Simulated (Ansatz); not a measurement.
Isolated molecules relaxed with PBE0-D4/def2-TZVP in Ansatz; ΔE leaves out vibrations. CCSD(T)/CBS is the MP2 limit (def2-TZVPP, def2-QZVPP) plus CCSD(T) − MP2 in def2-TZVPP, frozen cores. Functionals use def2-TZVPP. B3LYP here is the variant with VWN-RPA as its local correlation; programs differ in this. For Ga outer-core shells are correlated without core-valence functions, which leaves a few kJ/mol of doubt a bond. Scalar relativity is left out up to krypton. Each species was taken in one conformer, which may not be the lowest.

Reaction (formal exchange of groups at the Si–O bond): `C[SiH2]OC(C)=O` + `[BH2][GaH2]` → `[BH2][GaH][SiH2]C` + `CC(=O)O`

```
         level  ΔE (kJ/mol)
      B3LYP-D4         68.5
MP2/def2-TZVPP         74.9
```

(1) What does CCSD(T)/CBS give? (Best estimate.)

Largest T1 diagnostic among the species: 0.015.

Answers

(1) The calculation gave: +69.4 kJ/mol. The listed levels differ from it by -0.9, 5.5 kJ/mol.

From PBE to PBE0 (25 % exact exchange), in def2-TZVPP and without D4, ΔE moves by +8.3 kJ/mol. In def2-TZVPP, CCSD(T) changes the Hartree–Fock value by −22.1 kJ/mol (the triples alone add −2.5 kJ/mol) and MP2 by −17.4 kJ/mol.

CCSD(T)/CBS has its own doubt, a few kJ/mol and more with outer-core shells, so smaller differences from it don't rank the levels.
